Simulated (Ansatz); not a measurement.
# MgH2: the band gap up the ladder of functionals

The task here is to estimate one member of a computed series from the others.

The runs shown are made with Ansatz 0.2.0. PAW datasets, plane waves. Spin-unpolarised throughout; all numbers are computed.

## The structure to begin with

The cell was relaxed beforehand with r2SCAN.

Space group P4_2/mnm (No. 136), tetragonal; a = 4.485 Å, c = 2.996 Å in the conventional setting, 10.05 Å³ an atom. Near Mg stand 6 H at 1.93–1.94 Å; near H stand 3 Mg at 1.93–1.94 Å.

Coordinates:

```cif
data_structure
_symmetry_space_group_name_H-M 'P 1'
_symmetry_Int_Tables_number 1
_cell_length_a 4.4849
_cell_length_b 4.4849
_cell_length_c 2.9964
_cell_angle_alpha 90.000
_cell_angle_beta 90.000
_cell_angle_gamma 90.000
_cell_volume 60.27
loop_
_atom_site_label
_atom_site_type_symbol
_atom_site_fract_x
_atom_site_fract_y
_atom_site_fract_z
_atom_site_occupancy
Mg1 Mg 0.00000 0.00000 0.00000 1
Mg2 Mg 0.50000 0.50000 0.50000 1
H1 H 0.30468 0.30468 0.00000 1
H2 H 0.19532 0.80468 0.50000 1
H3 H 0.69532 0.69532 0.00000 1
H4 H 0.80468 0.19532 0.50000 1
```

Set-up of the first run:

Input file input.yaml:

```yaml
crystal:
  lattice:
    - [4.4849452995, 0.0, 0.0]
    - [0.0, 4.4849452995, 0.0]
    - [0.0, 0.0, 2.9964065034]
  atoms:
    - { symbol: Mg, position: [0.0, 0.0, 0.0] }
    - { symbol: Mg, position: [0.5, 0.5, 0.5] }
    - { symbol: H, position: [0.3046827735, 0.3046827735, 0.0] }
    - { symbol: H, position: [0.1953172265, 0.8046827735, 0.5] }
    - { symbol: H, position: [0.6953172265, 0.6953172265, 0.0] }
    - { symbol: H, position: [0.8046827735, 0.1953172265, 0.5] }
kpoints:
  mp_grid: { grid: [6, 6, 8] }
  band_path:
    path:
      - [[0.0, 0.0, 0.0], [1.484370199601e-51, 0.5, 0.0], [0.5, 0.5, 0.0], [0.0, 0.0, 0.0], [0.0, 0.0, 0.5], [1.484370199601e-51, 0.5, 0.5], [0.5, 0.5, 0.5], [0.0, 0.0, 0.5]]
      - [[1.484370199601e-51, 0.5, 0.0], [1.484370199601e-51, 0.5, 0.5]]
      - [[0.5, 0.5, 0.0], [0.5, 0.5, 0.5]]
    npoints: 10
hamiltonian:
  xc: pbe
scf:
  occupations: { method: fermi_dirac, width: 0.02 }
  n_extra_bands: 5
output:
  forces: true
  stress: true
  eigenvalues: true
```

Started as:

```
$ ansatz run input.yaml --threads 4 --pin off --max-ram 9216MiB --backend cpu --events-out ev --progress --plain --runs-dir out
```

Steps of the session up to this table: Band structure with PBE; r2SCAN; HSE06 at the same geometry; PBE0 at the same geometry; Single point with LDA; One-shot GW from PBE; Quasiparticle levels, G0W0@PBE; DDH-PBE0; Single point with r2SCANh.

One of the session's tables, all rows but one given; the rest of the session is left out.

```
                     level  gap (eV)
                       PBE      3.76
                    r2SCAN      4.38
                     HSE06      4.84
                      PBE0      5.57
                       LDA      3.38
G0W0@PBE (179 empty bands)      5.76
G0W0@PBE (330 empty bands)         ?
                  DDH-PBE0      5.58
                   r2SCANh      5.02
```

Q: Estimate the row for G0W0@PBE (330 empty bands) from the others.

**Answer.** gap (eV): 5.83. In the column «gap (eV)» it is the highest.

Meshes: PBE 6×6×8, r2SCAN 6×6×8, HSE06 4×4×6, PBE0 4×4×6, LDA 6×6×8, DDH-PBE0 4×4×6, r2SCANh 4×4×6

In words: The gap runs from 3.38 eV (LDA) to 5.83 eV (G0W0@PBE (330 empty bands)). PBE reaches 64 % of the G0W0@PBE value, and r2SCAN 75 %. PBE0 lies 0.73 eV above HSE06, which differs from it by screening the long-range exchange. G0W0 values are finite-basis, finite-mesh values.

Caveats from the session: Warnings in the runs' records: stress scf threshold loose, stress exchange threshold loose.
